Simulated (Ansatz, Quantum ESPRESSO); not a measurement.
This is a calculation of LiCl for Quantum ESPRESSO 7.5 (ASE script). 

File run.py:

```python
import numpy as np
from ase.calculators.espresso import Espresso, EspressoProfile
import spglib
from ase import Atoms
from ase.io import read

atoms = read('LiCl.cif')
cell, pos, num = spglib.standardize_cell((atoms.cell[:], atoms.get_scaled_positions(), atoms.numbers), to_primitive=True, symprec=1e-4)
atoms = Atoms(numbers=num, cell=cell, scaled_positions=pos, pbc=True)

input_data = {
    'control': {'calculation': 'scf', 'prefix': 'pwscf', 'outdir': './tmp', 'tprnfor': True, 'tstress': True, 'disk_io': 'low'},
    'system': {'ecutwfc': 74.0, 'nbnd': 10, 'occupations': 'smearing', 'smearing': 'fd', 'degauss': 0.00367493, 'vdw_corr': 'grimme-d3', 'dftd3_version': 4},
    'electrons': {'conv_thr': 4e-10, 'electron_maxstep': 120, 'mixing_beta': 0.5},
}
pseudopotentials = {'Li': 'Li.upf', 'Cl': 'Cl.upf'}
profile = EspressoProfile(command='pw.x', pseudo_dir='pseudo')
dft = Espresso(profile=profile, input_data=input_data, pseudopotentials=pseudopotentials, kpts=(9, 9, 9), koffset=(0, 0, 0))
atoms.calc = dft

from ase.optimize import LBFGS
from ase.filters import FrechetCellFilter
done = LBFGS(FrechetCellFilter(atoms), trajectory='opt.traj').run(fmax=0.02, steps=30)
print('converged', done)
print('cell (A)', np.round(atoms.cell.cellpar(), 5))
print(f'energy {atoms.get_potential_energy():.8f} eV')
print('forces (eV/A)')
print(np.round(atoms.get_forces(), 6))
print('stress (eV/A^3, Voigt)')
print(np.round(atoms.get_stress(), 8))
print(f'Fermi level {dft.get_fermi_level():.4f} eV')
```

File LiCl.cif:

```cif
data_LiCl
_cell_length_a 5.12954000
_cell_length_b 5.12954000
_cell_length_c 5.12954000
_cell_angle_alpha 90.00000000
_cell_angle_beta 90.00000000
_cell_angle_gamma 90.00000000
_space_group_name_H-M_alt 'Fm-3m'
_space_group_name_Hall '-F 4 2 3'
_space_group_IT_number 225
loop_
_space_group_symop_operation_xyz
'x,y,z'
'-x,-y,-z'
'-y,x,z'
'y,-x,-z'
'-x,-y,z'
'x,y,-z'
'y,-x,z'
'-y,x,-z'
'x,-y,-z'
'-x,y,z'
'-y,-x,-z'
'y,x,z'
'-x,y,-z'
'x,-y,z'
'y,x,-z'
'-y,-x,z'
'z,x,y'
'-z,-x,-y'
'z,-y,x'
'-z,y,-x'
'z,-x,-y'
'-z,x,y'
'z,y,-x'
'-z,-y,x'
'-z,x,-y'
'z,-x,y'
'-z,-y,-x'
'z,y,x'
'-z,-x,y'
'z,x,-y'
'-z,y,x'
'z,-y,-x'
'y,z,x'
'-y,-z,-x'
'x,z,-y'
'-x,-z,y'
'-y,z,-x'
'y,-z,x'
'-x,z,y'
'x,-z,-y'
'-y,-z,x'
'y,z,-x'
'-x,-z,-y'
'x,z,y'
'y,-z,-x'
'-y,z,x'
'x,-z,y'
'-x,z,-y'
'x,y+1/2,z+1/2'
'-x,-y+1/2,-z+1/2'
'-y,x+1/2,z+1/2'
'y,-x+1/2,-z+1/2'
'-x,-y+1/2,z+1/2'
'x,y+1/2,-z+1/2'
'y,-x+1/2,z+1/2'
'-y,x+1/2,-z+1/2'
'x,-y+1/2,-z+1/2'
'-x,y+1/2,z+1/2'
'-y,-x+1/2,-z+1/2'
[... 41 lines left out ...]
'-x+1/2,-y,z+1/2'
'x+1/2,y,-z+1/2'
'y+1/2,-x,z+1/2'
'-y+1/2,x,-z+1/2'
'x+1/2,-y,-z+1/2'
'-x+1/2,y,z+1/2'
'-y+1/2,-x,-z+1/2'
'y+1/2,x,z+1/2'
'-x+1/2,y,-z+1/2'
'x+1/2,-y,z+1/2'
'y+1/2,x,-z+1/2'
'-y+1/2,-x,z+1/2'
'z+1/2,x,y+1/2'
'-z+1/2,-x,-y+1/2'
'z+1/2,-y,x+1/2'
'-z+1/2,y,-x+1/2'
'z+1/2,-x,-y+1/2'
'-z+1/2,x,y+1/2'
'z+1/2,y,-x+1/2'
'-z+1/2,-y,x+1/2'
'-z+1/2,x,-y+1/2'
'z+1/2,-x,y+1/2'
'-z+1/2,-y,-x+1/2'
'z+1/2,y,x+1/2'
'-z+1/2,-x,y+1/2'
'z+1/2,x,-y+1/2'
'-z+1/2,y,x+1/2'
'z+1/2,-y,-x+1/2'
'y+1/2,z,x+1/2'
'-y+1/2,-z,-x+1/2'
'x+1/2,z,-y+1/2'
'-x+1/2,-z,y+1/2'
'-y+1/2,z,-x+1/2'
'y+1/2,-z,x+1/2'
'-x+1/2,z,y+1/2'
'x+1/2,-z,-y+1/2'
'-y+1/2,-z,x+1/2'
'y+1/2,z,-x+1/2'
'-x+1/2,-z,-y+1/2'
'x+1/2,z,y+1/2'
'y+1/2,-z,-x+1/2'
'-y+1/2,z,x+1/2'
'x+1/2,-z,y+1/2'
'-x+1/2,z,-y+1/2'
'x+1/2,y+1/2,z'
'-x+1/2,-y+1/2,-z'
'-y+1/2,x+1/2,z'
'y+1/2,-x+1/2,-z'
'-x+1/2,-y+1/2,z'
'x+1/2,y+1/2,-z'
'y+1/2,-x+1/2,z'
'-y+1/2,x+1/2,-z'
'x+1/2,-y+1/2,-z'
'-x+1/2,y+1/2,z'
'-y+1/2,-x+1/2,-z'
'y+1/2,x+1/2,z'
'-x+1/2,y+1/2,-z'
'x+1/2,-y+1/2,z'
'y+1/2,x+1/2,-z'
'-y+1/2,-x+1/2,z'
'z+1/2,x+1/2,y'
'-z+1/2,-x+1/2,-y'
'z+1/2,-y+1/2,x'
'-z+1/2,y+1/2,-x'
'z+1/2,-x+1/2,-y'
'-z+1/2,x+1/2,y'
'z+1/2,y+1/2,-x'
'-z+1/2,-y+1/2,x'
'-z+1/2,x+1/2,-y'
'z+1/2,-x+1/2,y'
'-z+1/2,-y+1/2,-x'
'z+1/2,y+1/2,x'
'-z+1/2,-x+1/2,y'
'z+1/2,x+1/2,-y'
'-z+1/2,y+1/2,x'
'z+1/2,-y+1/2,-x'
'y+1/2,z+1/2,x'
'-y+1/2,-z+1/2,-x'
'x+1/2,z+1/2,-y'
'-x+1/2,-z+1/2,y'
'-y+1/2,z+1/2,-x'
'y+1/2,-z+1/2,x'
'-x+1/2,z+1/2,y'
'x+1/2,-z+1/2,-y'
'-y+1/2,-z+1/2,x'
'y+1/2,z+1/2,-x'
'-x+1/2,-z+1/2,-y'
'x+1/2,z+1/2,y'
'y+1/2,-z+1/2,-x'
'-y+1/2,z+1/2,x'
'x+1/2,-z+1/2,y'
'-x+1/2,z+1/2,-y'
loop_
_atom_site_label
_atom_site_type_symbol
_atom_site_symmetry_multiplicity
_atom_site_Wyckoff_symbol
_atom_site_fract_x
_atom_site_fract_y
_atom_site_fract_z
_atom_site_occupancy
Cl1 Cl 4 b 0.5000000000 0.0000000000 0.0000000000 1
Li1 Li 4 a 0.0000000000 0.0000000000 0.0000000000 1
```

Potentials or basis: PseudoDojo 0.4.1 SR PBE standard.

The run is started by

```bash
$ OMP_NUM_THREADS=1 python run.py
```

Q: Set up the same calculation for Ansatz 0.2.0. Potentials or basis there: all-electron LAPW, scalar-relativistic.

A: As run (cutoffs and basis follow the program's own potentials, and thresholds, step limits or extra output files can differ):

The input input.yaml:

```yaml
crystal:
  lattice:
    - [0.0, 2.56477, 2.56477]
    - [2.56477, 0.0, 2.56477]
    - [2.56477, 2.56477, 0.0]
  atoms:
    - { symbol: Cl, position: [0.5, 0.5, 0.5] }
    - { symbol: Li, position: [0.0, 0.0, 0.0] }
kpoints:
  mp_grid: { grid: [9, 9, 9] }
scf:
  occupations: { method: fermi_dirac, width: 0.05 }
hamiltonian:
  xc: pbe
  dispersion: d3bj
  pseudopotentials: { kind: all_electron, lapw: { basis_error: 0.001 } }
output:
  forces: true
  stress: true
relax:
  f_tol: 0.005
  max_steps: 60
  cell: {}
```

Potentials or basis: all-electron LAPW, scalar-relativistic.

Run with:

```sh
$ ansatz run input.yaml --threads 1 --pin off --max-ram 3072MiB --backend cpu --events-out ev --progress --plain --runs-dir out
```

Both were run:

|  | Quantum ESPRESSO | Ansatz |
| --- | --- | --- |
| Relaxed volume | 16.04 Å³/atom | 15.97 Å³/atom |
| Relaxed cell | a = 3.566 Å, b = 3.566 Å, c = 3.566 Å, α = 60.00°, β = 60.00°, γ = 60.00° | a = 3.561 Å, b = 3.561 Å, c = 3.561 Å, α = 60.00°, β = 60.00°, γ = 60.00° |
| Space group after relaxing | Fm-3m (No. 225) | Fm-3m (No. 225) |
| Pressure after relaxing | 0.1 GPa | 0.0 GPa |

Where Ansatz's input types no cutoff or centring, it takes its own default and a Γ-centred mesh.

Pressure is positive in compression.
